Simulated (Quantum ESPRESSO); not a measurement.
# Pt (P-1) in Quantum ESPRESSO: reference runs

How does Pt come out in PBE? The cell is run as given.

Everything below comes from runs of Quantum ESPRESSO 7.5. Logs are shortened: lines on timing, memory, paths and dates and some standing lists are left out, and cuts for length are marked.

## 1. Starting point

The typed cell holds 2 atoms: a = 3.168 Å, b = 3.168 Å, c = 3.168 Å, α = 90.00°, β = 90.00°, γ = 90.00°.

This isn't the form of Pt at room conditions, which is fcc.

## 2. Single point, PBE

pw.in reads:

```
&CONTROL
  calculation = 'scf'
  prefix = 'pwscf'
  outdir = './tmp'
  pseudo_dir = './pseudo'
  tprnfor = .true.
  tstress = .true.
  disk_io = 'low'
/
&SYSTEM
  ibrav = 0
  nat = 2
  ntyp = 1
  ecutwfc = 55
  ecutrho = 440
  nbnd = 24
  occupations = 'smearing'
  smearing = 'fd'
  degauss = 0.00367493
/
&ELECTRONS
  conv_thr = 4d-10
  electron_maxstep = 120
  mixing_beta = 0.5
/
ATOMIC_SPECIES
Pt   195.0840 pt_pbe_v1.4.uspp.F.UPF
CELL_PARAMETERS angstrom
   0.0000000000   -3.1684400000    0.0000000000
  -3.1684400000    0.0000000000    0.0000000000
   0.0000000000    0.0000000000   -3.1684400000
ATOMIC_POSITIONS crystal
Pt     0.5054260700    0.4928058600    0.5171599100
Pt     0.9945739300    0.0071941400    0.9828400900
K_POINTS automatic
8 8 8 0 0 0
```

pp_density.in reads:

```
&INPUTPP
  prefix = 'pwscf'
  outdir = './tmp'
  filplot = 'density.dat'
  plot_num = 0
/
&PLOT
  nfile = 1
  filepp(1) = 'density.dat'
  iflag = 3
  output_format = 6
  fileout = 'density.cube'
/
```

pp_potential.in reads:

```
&INPUTPP
  prefix = 'pwscf'
  outdir = './tmp'
  filplot = 'potential.dat'
  plot_num = 11
/
&PLOT
  nfile = 1
  filepp(1) = 'potential.dat'
  iflag = 3
  output_format = 6
  fileout = 'potential.cube'
/
```

Potentials or basis: SSSP 1.3 efficiency PBE.

Command:

```
$ OMP_NUM_THREADS=1 pw.x -in pw.in > pw.out
$ OMP_NUM_THREADS=1 pp.x -in pp_density.in > pp_density.out
$ OMP_NUM_THREADS=1 pp.x -in pp_potential.in > pp_potential.out
```

pw.out:

```text
This program is part of the open-source Quantum ESPRESSO suite
     for quantum simulation of materials; please cite
         "P. Giannozzi et al., J. Phys.:Condens. Matter 21 395502 (2009);
         "P. Giannozzi et al., J. Phys.:Condens. Matter 29 465901 (2017);
         "P. Giannozzi et al., J. Chem. Phys. 152 154105 (2020);
     in publications or presentations arising from this work. More details at

     Message from routine setup:
     using ibrav=0 with symmetry is DISCOURAGED, use correct ibrav instead

     G-vector sticks info
     --------------------
     sticks:   dense  smooth     PW     G-vecs:    dense   smooth      PW
     Sum        1245     621    193                33371    11753    2103

     Using Slab Decomposition

     bravais-lattice index     =            0
     lattice parameter (alat)  =       5.9875  a.u.
     unit-cell volume          =     214.6511 (a.u.)^3
     number of atoms/cell      =            2
     number of atomic types    =            1
     number of electrons       =        32.00
     number of Kohn-Sham states=           24
     kinetic-energy cutoff     =      55.0000  Ry
     charge density cutoff     =     440.0000  Ry
     scf convergence threshold =      4.0E-10
     mixing beta               =       0.5000
     number of iterations used =            8  plain     mixing
     Exchange-correlation=  SLA  PW   PBX  PBC
                           (   1   4   3   4   0   0   0)

     celldm(1)=   5.987484  celldm(2)=   0.000000  celldm(3)=   0.000000
     celldm(4)=   0.000000  celldm(5)=   0.000000  celldm(6)=   0.000000

     crystal axes: (cart. coord. in units of alat)
               a(1) = (   0.000000  -1.000000   0.000000 )
               a(2) = (  -1.000000   0.000000   0.000000 )
               a(3) = (   0.000000   0.000000  -1.000000 )

     reciprocal axes: (cart. coord. in units 2 pi/alat)
               b(1) = ( -0.000000 -1.000000 -0.000000 )
               b(2) = ( -1.000000 -0.000000 -0.000000 )
               b(3) = ( -0.000000 -0.000000 -1.000000 )

     PseudoPot. # 1 for Pt read from file:
     pt_pbe_v1.4.uspp.F.UPF
     Pseudo is Ultrasoft + core correction, Zval = 16.0
     Generated by new atomic code, or converted to UPF format
     Using radial grid of  985 points,  6 beta functions with:
                l(1) =   0
                l(2) =   0
                l(3) =   1
                l(4) =   1
                l(5) =   2
                l(6) =   2
     Q(r) pseudized with  8 coefficients,  rinner =    1.300   1.300   1.300
                                                       1.300   1.300

     atomic species   valence    mass     pseudopotential
     Pt               16.00   195.08400     Pt( 1.00)

      2 Sym. Ops., with inversion, found ( 1 have fractional translation)

   Cartesian axes

     site n.     atom                  positions (alat units)
         1        Pt     tau(   1) = (  -0.4928059  -0.5054261  -0.5171599  )
         2        Pt     tau(   2) = (  -0.0071941  -0.9945739  -0.9828401  )

     number of k points=   260  Fermi-Dirac smearing, width (Ry)=  0.0037

     Number of k-points >= 100: set verbosity='high' to print them.

     Dense  grid:    33371 G-vectors     FFT dimensions: (  40,  40,  40)

     Smooth grid:    11753 G-vectors     FFT dimensions: (  30,  30,  30)

     Initial potential from superposition of free atoms

     starting charge      31.0000, renormalised to      32.0000

     negative rho (up, down):  3.790E-01 0.000E+00
     Starting wfcs are   24 randomized atomic wfcs

     Self-consistent Calculation

     iteration #  1     ecut=    55.00 Ry     beta= 0.50
     Davidson diagonalization with overlap
     ethr =  1.00E-02,  avg # of iterations =  3.7

     negative rho (up, down):  3.524E-01 0.000E+00

     total energy              =    -421.03980451 Ry
     estimated scf accuracy    <       1.51811510 Ry

     iteration #  2     ecut=    55.00 Ry     beta= 0.50
     Davidson diagonalization with overlap
     ethr =  4.74E-03,  avg # of iterations =  2.0

     negative rho (up, down):  3.535E-01 0.000E+00

     total energy              =    -421.37138592 Ry
     estimated scf accuracy    <       0.01813259 Ry

     iteration #  3     ecut=    55.00 Ry     beta= 0.50
     Davidson diagonalization with overlap
     ethr =  5.67E-05,  avg # of iterations =  3.3

     negative rho (up, down):  3.521E-01 0.000E+00

     total energy              =    -421.37441691 Ry
     estimated scf accuracy    <       0.00138490 Ry

     iteration #  4     ecut=    55.00 Ry     beta= 0.50
     Davidson diagonalization with overlap
     ethr =  4.33E-06,  avg # of iterations =  3.6

     negative rho (up, down):  3.519E-01 0.000E+00

     total energy              =    -421.37450741 Ry
     estimated scf accuracy    <       0.00004160 Ry

     iteration #  5     ecut=    55.00 Ry     beta= 0.50
     Davidson diagonalization with overlap
     ethr =  1.30E-07,  avg # of iterations =  2.1

     negative rho (up, down):  3.520E-01 0.000E+00

     total energy              =    -421.37451342 Ry
     estimated scf accuracy    <       0.00000121 Ry

     iteration #  6     ecut=    55.00 Ry     beta= 0.50
     Davidson diagonalization with overlap
     ethr =  3.79E-09,  avg # of iterations =  3.3

     negative rho (up, down):  3.521E-01 0.000E+00

     total energy              =    -421.37451389 Ry
     estimated scf accuracy    <       0.00000041 Ry

     iteration #  7     ecut=    55.00 Ry     beta= 0.50
     Davidson diagonalization with overlap
     ethr =  1.27E-09,  avg # of iterations =  2.0

     negative rho (up, down):  3.521E-01 0.000E+00

     total energy              =    -421.37451401 Ry
     estimated scf accuracy    <          7.3E-09 Ry

     iteration #  8     ecut=    55.00 Ry     beta= 0.50
     Davidson diagonalization with overlap
     ethr =  2.28E-11,  avg # of iterations =  2.5

     negative rho (up, down):  3.521E-01 0.000E+00

     total energy              =    -421.37451401 Ry
     estimated scf accuracy    <          5.7E-10 Ry

     iteration #  9     ecut=    55.00 Ry     beta= 0.50
     Davidson diagonalization with overlap
     ethr =  1.78E-12,  avg # of iterations =  2.2

     negative rho (up, down):  3.521E-01 0.000E+00

     End of self-consistent calculation

     Number of k-points >= 100: set verbosity='high' to print the bands.

     the Fermi energy is    20.9205 ev

!    total energy              =    -421.37451401 Ry
     estimated scf accuracy    <          2.7E-12 Ry
     smearing contrib. (-TS)   =      -0.00140540 Ry
     internal energy E=F+TS    =    -421.37310861 Ry

     The total energy is F=E-TS. E is the sum of the following terms:
     one-electron contribution =     -48.55398054 Ry
     hartree contribution      =      51.90049234 Ry
     xc contribution           =    -113.79153163 Ry
     ewald contribution        =    -310.92808878 Ry

     convergence has been achieved in   9 iterations

     negative rho (up, down):  3.521E-01 0.000E+00

     Forces acting on atoms (cartesian axes, Ry/au):

     atom    1 type  1   force =    -0.01092890    0.00807134    0.02775868
     atom    2 type  1   force =     0.01092890   -0.00807134   -0.02775868

     Total force =     0.043707     Total SCF correction =     0.000001

     Computing stress (Cartesian axis) and pressure

     negative rho (up, down):  3.521E-01 0.000E+00
          total   stress  (Ry/bohr**3)                   (kbar)     P=       -0.28
   0.00002288  -0.00001984  -0.00006273            3.37       -2.92       -9.23
  -0.00001984   0.00002912   0.00004716           -2.92        4.28        6.94
  -0.00006273   0.00004716  -0.00005776           -9.23        6.94       -8.50

=------------------------------------------------------------------------------=
   JOB DONE.
=------------------------------------------------------------------------------=
```

Run time: 60 s. Hardware: 1 thread of Intel Xeon 6975P-C (Granite Rapids), shared host; peak memory 0.29 GiB.

What came out:

```
Free energy            : -5733.0923 eV
Pressure               : 0.0 GPa
Largest force          : 0.795 eV/Å
Band gap on the k mesh : none (metal or under the smearing width)
```

Forces on the atoms (eV/Å):
```
Pt  -0.281  0.208  0.714
Pt   0.281 -0.208 -0.714
```
